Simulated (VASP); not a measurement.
# C (Fd-3m) in VASP: settings compared

One crystal, C, is run at these levels: LDA, rSCAN+D4, r2SCAN; tasks: single point, electron localisation function.

All numbers are computed with VASP 6.6.1; they aren't measurements. Logs are shortened: lines on timing, memory, paths and dates and some standing lists are left out, and cuts for length are marked.

### 1 The structure

The structure is cubic, space group Fd-3m (No. 227). The conventional cell has a = 3.567 Å, b = 3.567 Å, c = 3.567 Å, α = 90.00°, β = 90.00°, γ = 90.00°. Around C (site symmetry -43m) lie 4 C at 1.54 Å.

This isn't the form of C at room conditions, which is graphite.

### 2 Single point, LDA

Input file run.py:

```python
from ase.calculators.vasp import Vasp
from ase.dft.bandgap import bandgap
from ase.io import read

atoms = read('C.cif', primitive_cell=True, subtrans_included=False)
calc = Vasp(
    directory='calc',
    xc='lda',
    pp='LDA',
    setups='recommended',
    pp_version='54',
    prec='Accurate',
    encut=520,
    ediff=1e-06,
    ismear=0,
    sigma=0.1,
    lreal=False,
    lasph=True,
    nelm=60,
    algo='Normal',
    isif=2,
    lwave=False,
    lcharg=True,
    lelf=True,
    lvhar=True,
    kpts=[13, 13, 13],
    gamma=True,
)
atoms.calc = calc

print('energy (eV):', atoms.get_potential_energy())
print('free energy (eV):', atoms.get_potential_energy(force_consistent=True))
print('forces (eV/A):')
print(atoms.get_forces())
print('stress (eV/A^3, Voigt):', atoms.get_stress())
print('Fermi level (eV):', calc.get_fermi_level())
gap, top, bottom = bandgap(calc)
print('band gap (eV):', gap, 'from (spin, k, band)', top, 'to', bottom)
```

Input file C.cif:

```cif
data_C
_cell_length_a 3.56674000
_cell_length_b 3.56674000
_cell_length_c 3.56674000
_cell_angle_alpha 90.00000000
_cell_angle_beta 90.00000000
_cell_angle_gamma 90.00000000
_space_group_name_H-M_alt 'Fd-3m'
_space_group_name_Hall 'F 4d 2 3 -1d'
_space_group_IT_number 227
loop_
_space_group_symop_operation_xyz
'x,y,z'
'-y+1/4,x+1/4,z+1/4'
'-x,-y+1/2,z+1/2'
'y+3/4,-x+1/4,z+3/4'
'x,-y,-z'
'-y+1/4,-x+3/4,-z+3/4'
'-x,y+1/2,-z+1/2'
'y+3/4,x+3/4,-z+1/4'
'z,x,y'
'z+1/4,-y+1/4,x+1/4'
'z+1/2,-x,-y+1/2'
'z+3/4,y+3/4,-x+1/4'
'-z,x,-y'
'-z+3/4,-y+1/4,-x+3/4'
'-z+1/2,-x,y+1/2'
'-z+1/4,y+3/4,x+3/4'
'y,z,x'
'x+1/4,z+1/4,-y+1/4'
'-y+1/2,z+1/2,-x'
'-x+1/4,z+3/4,y+3/4'
'-y,-z,x'
'-x+3/4,-z+3/4,-y+1/4'
'y+1/2,-z+1/2,-x'
'x+3/4,-z+1/4,y+3/4'
'-x+1/4,-y+1/4,-z+1/4'
'y,-x,-z'
'x+1/4,y+3/4,-z+3/4'
'-y+1/2,x,-z+1/2'
'-x+1/4,y+1/4,z+1/4'
'y,x+1/2,z+1/2'
'x+1/4,-y+3/4,z+3/4'
'-y+1/2,-x+1/2,z'
'-z+1/4,-x+1/4,-y+1/4'
'-z,y,-x'
'-z+3/4,x+1/4,y+3/4'
'-z+1/2,-y+1/2,x'
'z+1/4,-x+1/4,y+1/4'
'z+1/2,y,x+1/2'
'z+3/4,x+1/4,-y+3/4'
'z,-y+1/2,-x+1/2'
'-y+1/4,-z+1/4,-x+1/4'
[... 89 lines left out ...]
'-z+1/4,x+1/4,y+1/4'
'-z,-y+1/2,x+1/2'
'z+3/4,-x+1/4,y+3/4'
'z,y,x'
'z+1/4,x+1/4,-y+1/4'
'z+1/2,-y+1/2,-x'
'-y+3/4,-z+1/4,-x+3/4'
'-x+1/2,-z,y+1/2'
'y+1/4,-z+3/4,x+3/4'
'x+1/2,-z+1/2,-y'
'y+3/4,z+1/4,-x+3/4'
'x,z+1/2,y+1/2'
'-y+1/4,z+3/4,x+3/4'
'-x,z,-y'
'x+1/2,y+1/2,z'
'-y+3/4,x+3/4,z+1/4'
'-x+1/2,-y,z+1/2'
'y+1/4,-x+3/4,z+3/4'
'x+1/2,-y+1/2,-z'
'-y+3/4,-x+1/4,-z+3/4'
'-x+1/2,y,-z+1/2'
'y+1/4,x+1/4,-z+1/4'
'z+1/2,x+1/2,y'
'z+3/4,-y+3/4,x+1/4'
'z,-x+1/2,-y+1/2'
'z+1/4,y+1/4,-x+1/4'
'-z+1/2,x+1/2,-y'
'-z+1/4,-y+3/4,-x+3/4'
'-z,-x+1/2,y+1/2'
'-z+3/4,y+1/4,x+3/4'
'y+1/2,z+1/2,x'
'x+3/4,z+3/4,-y+1/4'
'-y,z,-x'
'-x+3/4,z+1/4,y+3/4'
'-y+1/2,-z+1/2,x'
'-x+1/4,-z+1/4,-y+1/4'
'y,-z,-x'
'x+1/4,-z+3/4,y+3/4'
'-x+3/4,-y+3/4,-z+1/4'
'y+1/2,-x+1/2,-z'
'x+3/4,y+1/4,-z+3/4'
'-y,x+1/2,-z+1/2'
'-x+3/4,y+3/4,z+1/4'
'y+1/2,x,z+1/2'
'x+3/4,-y+1/4,z+3/4'
'-y,-x,z'
'-z+3/4,-x+3/4,-y+1/4'
'-z+1/2,y+1/2,-x'
'-z+1/4,x+3/4,y+3/4'
'-z,-y,x'
'z+3/4,-x+3/4,y+1/4'
'z,y+1/2,x+1/2'
'z+1/4,x+3/4,-y+3/4'
'z+1/2,-y,-x+1/2'
'-y+3/4,-z+3/4,-x+1/4'
'-x+1/2,-z+1/2,y'
'y+1/4,-z+1/4,x+1/4'
'x+1/2,-z,-y+1/2'
'y+3/4,z+3/4,-x+1/4'
'x,z,y'
'-y+1/4,z+1/4,x+1/4'
'-x,z+1/2,-y+1/2'
loop_
_atom_site_label
_atom_site_type_symbol
_atom_site_symmetry_multiplicity
_atom_site_Wyckoff_symbol
_atom_site_fract_x
_atom_site_fract_y
_atom_site_fract_z
_atom_site_occupancy
C1 C 8 a 0.2500000000 0.2500000000 0.2500000000 1
```

Potentials or basis: VASP PAW LDA potentials, release 54 (C).

Launch:

```
> python run.py
```

Log:

```text
energy (eV): -20.23525434
free energy (eV): -20.23525434
forces (eV/A):
[[ 0.  0.  0.]
 [-0. -0. -0.]]
stress (eV/A^3, Voigt): [ 0.07259373  0.07259373  0.07259373 -0.         -0.          0.        ]
Fermi level (eV): 10.22738503
band gap (eV): 4.107799999999999 from (spin, k, band) (0, np.int64(0), np.int64(3)) to (0, np.int64(43), np.int64(4))
```

OUTCAR:

```text
ENCUT = 520.000000
   EDIFF = 1.00e-06
   PREC = Accurate
   ISIF = 2
   ISMEAR = 0
   NELM = 60
   LASPH = .TRUE.
   LREAL = .FALSE.

 ion  position               nearest neighbor table
   1  0.250  0.250  0.250-   2 1.54   2 1.54   2 1.54   2 1.54
   2  0.000  0.000  0.000-   1 1.54   1 1.54   1 1.54   1 1.54

  LATTYP: Found a face centered cubic cell.
 ALAT       =     3.5667400000

  Lattice vectors:

 A1 = (   0.0000000000,   1.7833700000,   1.7833700000)
 A2 = (   1.7833700000,   0.0000000000,   1.7833700000)
 A3 = (   1.7833700000,   1.7833700000,   0.0000000000)

Analysis of symmetry for initial positions (statically):
=====================================================================
 Subroutine PRICEL returns:
 Original cell was already a primitive cell.

 Routine SETGRP: Setting up the symmetry group for a
 face centered cubic supercell.

 Subroutine GETGRP returns: Found 48 space group operations
 (whereof 24 operations were pure point group operations)
 out of a pool of 48 trial point group operations.

The static configuration has the point symmetry T_d .
 The point group associated with its full space group is O_h .

Analysis of symmetry for dynamics (positions and initial velocities):
=====================================================================
 Subroutine PRICEL returns:
 Original cell was already a primitive cell.

 Routine SETGRP: Setting up the symmetry group for a
 face centered cubic supercell.

 Subroutine GETGRP returns: Found 48 space group operations
 (whereof 24 operations were pure point group operations)
 out of a pool of 48 trial point group operations.

The dynamic configuration has the point symmetry T_d .
 The point group associated with its full space group is O_h .

 Subroutine INISYM returns: Found 48 space group operations
 (whereof 24 operations are pure point group operations),
 and found     1 'primitive' translations

----------------------------------------------------------------------------------------

                                     Primitive cell

  volume of cell :      11.3437

  direct lattice vectors                    reciprocal lattice vectors
     0.000000000  1.783370000  1.783370000    -0.280368067  0.280368067  0.280368067
     1.783370000  0.000000000  1.783370000     0.280368067 -0.280368067  0.280368067
     1.783370000  1.783370000  0.000000000     0.280368067  0.280368067 -0.280368067

  length of vectors
[... 114 lines left out ...]
   ISIF   =      2    stress and relaxation
   ISYM   =      2    0-nonsym 1-usesym 2-fastsym
   POTIM  = 0.5000    time-step for ionic-motion
   TEBEG  =    0.0;   TEEND  =   0.0 temperature during run
   PSTRESS=    0.0 pullay stress
   NELECT =       8.0000    total number of electrons
   NUPDOWN=      -1.0000    fix difference up-down
   EMIN   =  10.00;   EMAX   =-10.00  energy-range for DOS
   EFERMI =   0.00;   METHOD = LEGACY
   ISMEAR =     0;   SIGMA  =   0.10  broadening in eV -4-tet -1-fermi 0-gaus
   EFERMI_NEDOS =   21; number of points for ismear=-14 and -15
   IALGO  =     38    algorithm
   IMIX   =      4    mixing-type and parameters
     AMIX     =   0.40;   BMIX     =  1.00
     AMIX_MAG =   1.60;   BMIX_MAG =  1.00
  volume/ion in A,a.u.               =       5.67        38.28
  Fermi-wavevector in a.u.,A,eV,Ry     =   1.457203  2.753714 28.891161  2.123440
  Thomas-Fermi vector in A             =   2.574032
   LORBIT       =      0    0 simple, 1 ext, 2 COOP (PROOUT), +10 PAW based schemes
   GGA     = CA    functional components
   LHFCALC =     F    Hartree Fock is set to
   AEXX    =    0.0000 exact exchange contribution
   IVDW    =     0    specifies the selected vdW correction
   LEPSILON=     F    determine dielectric tensor
   LRPA    =     F    only Hartree local field effects (RPA)
 non-spin polarized calculation
 Gauss-broadening in eV      SIGMA  =   0.10
  energy-cutoff  :      520.00
  volume of cell :       11.34
 maximum number of plane-waves:       322
   NGX =  9   NGY =  9   NGZ =  9

 number of electron       7.9999999 magnetization

 Free energy of the ion-electron system (eV)
  ---------------------------------------------------
  ext. energy  EPLUGINS =         0.00000000
  ---------------------------------------------------
  free energy    TOTEN  =       -20.23525434 eV

  energy without entropy =      -20.23525434  energy(sigma->0) =      -20.23525434

 E-fermi :  10.2274     XC(G=0): -13.4996

 val. band max:        9.7238187800   @ k =   0.0000   0.0000   0.0000
 cond. band min:      13.8316248423   @ k =   0.3846   0.3846   0.0000
 fundamental gap:      4.1078060623
 Fermi energy:        10.2273850316

 k-point     1 :       0.0000    0.0000    0.0000
  band No.  band energies     occupation
      1     -11.5949      2.00000
      2       9.7238      2.00000
      3       9.7238      2.00000
      4       9.7238      2.00000
      5      15.2662      0.00000
      6      15.2662      0.00000
      7      15.2662      0.00000
      8      23.2804      0.00000
[... 419 lines left out ...]
 k-point    40 :       0.4615    0.3077    0.0000
  band No.  band energies     occupation
      1      -5.9062      2.00000
      2       0.4792      2.00000
      3       2.7492      2.00000
      4       4.2509      2.00000
      5      14.9227      0.00000
      6      18.0699      0.00000
      7      23.9451      0.00000
      8      24.2175      0.00000

 [... further k-points ...]

------------------------ aborting loop because EDIFF is reached ----------------------------------------

  FORCE on cell =-STRESS in cart. coord.  units (eV):
  Direction    XX          YY          ZZ          XY          YZ          ZX
  --------------------------------------------------------------------------------------
  -------------------------------------------------------------------------------------
  Total       -0.8234805     -0.8234805     -0.8234805      0.0000000      0.0000000      0.0000000
  in kB     -116.3079830   -116.3079830   -116.3079830      0.0000000      0.0000000      0.0000000
  external PRESSURE =    -116.3079830 kB  Pullay stress =       0.0000000 kB

 VOLUME and BASIS-vectors are now :
 -----------------------------------------------------------------------------
  energy-cutoff  :      520.00
  volume of cell :       11.34
      direct lattice vectors                 reciprocal lattice vectors
     0.000000000  1.783370000  1.783370000    -0.280368067  0.280368067  0.280368067
     1.783370000  0.000000000  1.783370000     0.280368067 -0.280368067  0.280368067
     1.783370000  1.783370000  0.000000000     0.280368067  0.280368067 -0.280368067

 POSITION                                       TOTAL-FORCE (eV/Angst)
 -----------------------------------------------------------------------------------
      0.89168      0.89168      0.89168         0.000000      0.000000      0.000000
      0.00000      0.00000      0.00000        -0.000000     -0.000000     -0.000000
 -----------------------------------------------------------------------------------
    total drift:                                0.000000      0.000000      0.000000

  FREE ENERGIE OF THE ION-ELECTRON SYSTEM (eV)
  ---------------------------------------------------
  free  energy   TOTEN  =       -20.2352543364 eV

  energy  without entropy=      -20.2352543364  energy(sigma->0) =      -20.23525434
```

INCAR:

```text
ENCUT = 520.000000
SIGMA = 0.100000
EDIFF = 1.00e-06
ALGO = Normal
PREC = Accurate
ISIF = 2
ISMEAR = 0
NELM = 60
LASPH = .TRUE.
LCHARG = .TRUE.
LELF = .TRUE.
LVHAR = .TRUE.
LWAVE = .FALSE.
LREAL = .FALSE.
```

It took 7.1 s on 1 thread of AMD EPYC 9R45 (Zen 5), shared host; peak memory 0.07 GiB.

What came out:

```yaml
Free_energy: -20.2353 eV
Pressure: -11.6 GPa
Band_gap_on_the_k_mesh: 4.11 eV, indirect (least direct gap 5.54 eV)
```

Caveat: an odd mesh through Γ misses points on the zone boundary, where band edges often lie.

### 3 Electron localisation function, rSCAN+D4 (volume scaled by 0.96)

Input file INCAR:

```
PREC = Accurate ; ENCUT = 520
EDIFF = 1E-7 ; ISMEAR = 0
SIGMA = 0.05 ; LREAL = False
LASPH = True ; NELM = 100
ALGO = Normal ; ISIF = 2
LWAVE = False ; LCHARG = True
METAGGA = RSCAN ; LMIXTAU = True
IVDW = 13 ; VDW_S6 = 1.0
VDW_S8 = 0.87728975 ; VDW_A1 = 0.49116966
VDW_A2 = 5.75859346 ; LELF = True
```

Changes to C.cif since step 2:

```diff
@@ -1,5 +1,5 @@
 data_C
-_cell_length_a 3.56674000
-_cell_length_b 3.56674000
-_cell_length_c 3.56674000
+_cell_length_a 3.51853490
+_cell_length_b 3.51853490
+_cell_length_c 3.51853490
 _cell_angle_alpha 90.00000000
```

Input file KPOINTS:

```
Automatic mesh
0
Gamma
  8 8 8
```

Input file POSCAR:

```
C 
 1.0000000000000000
     3.5185349000000001    0.0000000000000000    0.0000000000000000
     0.0000000000000000    3.5185349000000001    0.0000000000000000
     0.0000000000000000    0.0000000000000000    3.5185349000000001
 C  
   8
Cartesian
  0.8796337250000000  0.8796337250000000  0.8796337250000000
  0.0000000000000000  1.7592674500000001  1.7592674500000001
  2.6389011750000000  0.8796337250000000  2.6389011750000000
  0.0000000000000000  0.0000000000000000  0.0000000000000000
  0.8796337250000000  2.6389011750000000  2.6389011750000000
  2.6389011750000000  2.6389011750000000  0.8796337250000000
  1.7592674500000001  0.0000000000000000  1.7592674500000001
  1.7592674500000001  1.7592674500000001  0.0000000000000000
```

Potentials or basis: VASP PAW PBE potentials, release 54 (C).

Launch:

```
> ase convert -i cif -o vasp C.cif POSCAR
> cat potpaw_PBE.54/C/POTCAR > POTCAR
> mpirun -np 1 vasp_std > vasp.out
```

It took 1.7 min on 1 thread of AMD EPYC 9R45 (Zen 5), shared host; peak memory 0.13 GiB.

It converged, with:

| Quantity | Value |
| --- | --- |
| Free energy | -82.3865 eV |
| Pressure | 13.3 GPa |
| Band gap on the k mesh | 4.46 eV |
| Dispersion energy per atom | -0.105 eV |

Levels at points of the mesh, in eV from the valence-band top:
```csv
k point,band 13,band 14,band 15,band 16,band 17,band 18,band 19,band 20
"(0.00, 0.00, 0.00)",-6.90,0.00,0.00,0.00,5.13,5.13,5.13,5.13
"(0.50, 0.00, 0.00)",-4.54,-4.54,-4.54,-4.54,4.77,4.77,11.06,11.06
"(0.50, 0.50, 0.00)",-3.32,-3.32,-3.32,-3.32,8.56,8.56,8.56,8.56
"(0.50, 0.50, 0.50)",-3.08,-3.08,-3.08,-3.08,9.05,9.05,9.05,9.05
```

Caveat: the PAW data sets were made with another functional, which shifts forces and pressure a little.

### 4 Single point, r2SCAN (atoms moved at random, drawn with an rms of 0.05 Å)

Changes to run.py since step 2:

```diff
@@ -4,14 +4,13 @@
 
-atoms = read('C.cif', primitive_cell=True, subtrans_included=False)
+atoms = read('C.xyz')
 calc = Vasp(
     directory='calc',
-    xc='lda',
-    pp='LDA',
+    xc='r2scan',
+    pp='PBE',
     setups='recommended',
-    pp_version='54',
     prec='Accurate',
     encut=520,
-    ediff=1e-06,
+    ediff=1e-07,
     ismear=0,
-    sigma=0.1,
+    sigma=0.3,
     lreal=False,
@@ -22,7 +21,7 @@
     lwave=False,
-    lcharg=True,
-    lelf=True,
-    lvhar=True,
+    lcharg=False,
+    lmixtau=True,
     kpts=[13, 13, 13],
     gamma=True,
+    nelect=7.9,
 )
```

Input file C.xyz:

```xyz
2
Lattice="0.0000000000 1.7833700000 1.7833700000 1.7833700000 0.0000000000 1.7833700000 1.7833700000 1.7833700000 0.0000000000" Properties=species:S:1:pos:R:3 pbc="T T T"
C      2.6738298248      2.6840449682      2.6660418480
C      1.7920015108      1.8077272675      1.7714249877
```

Potentials or basis: VASP PAW PBE potentials, release 64 (C).

Launch:

```
> python run.py
```

It took 5.1 min on 1 thread of AMD EPYC 9R45 (Zen 5), shared host; peak memory 0.16 GiB.

The run converged, but some of its settings lie outside the range that counts as converged (typed here: ISMEAR = 0; SIGMA = 0.3; NELECT = 7.900000), so its numbers aren't taken as properties of the crystal.

What came out:

| Quantity | Value |
| --- | --- |
| Free energy | -20.5575 eV |
| Largest force | 0.400 eV/Å |
| Band gap on the k mesh | none (metal or under the smearing width) |

Caveat: the cell is charged against a uniform background, so pressure and absolute levels hang on convention; the PAW data sets were made with another functional, which shifts forces and pressure a little.

### 5 The reference run

An earlier run on the cell as given: functional PBE; potentials or basis VASP PAW PBE potentials, release 64 (C); cutoff 520 eV; k mesh 13 × 13 × 13; occupations fermi-dirac, width 0.05 eV; no spin polarisation.

- Pressure: 2.5 GPa
- Band gap on the k mesh: 4.14 eV, indirect (least direct gap 5.59 eV)

### 6 Summary

| task | level | potentials or basis | cell | k mesh | smearing | gap on the mesh (eV) | pressure (GPa) |
| --- | --- | --- | --- | --- | --- | --- | --- |
| single point | LDA | VASP PAW LDA potentials, release 54 (C) | as given | 13 × 13 × 13 | gaussian 0.1 eV | 4.11 | -11.6 |
| electron localisation function | rSCAN+D4 | VASP PAW PBE potentials, release 54 (C) | volume scaled by 0.96 | 8 × 8 × 8 | gaussian 0.05 eV | 4.46 | 13.3 |
| single point | PBE | VASP PAW PBE potentials, release 64 (C) | as given | 13 × 13 × 13 | fermi-dirac 0.05 eV | 4.14 | 2.5 |

Alike in all rows: no spin polarisation; cutoff (eV) 520.

Caveats: an odd mesh through Γ misses points on the zone boundary, where band edges often lie (some runs); the PAW data sets were made with another functional, which shifts forces and pressure a little (some runs).

Total energies depend on the potentials used, so only differences within one code and one set of settings carry meaning.
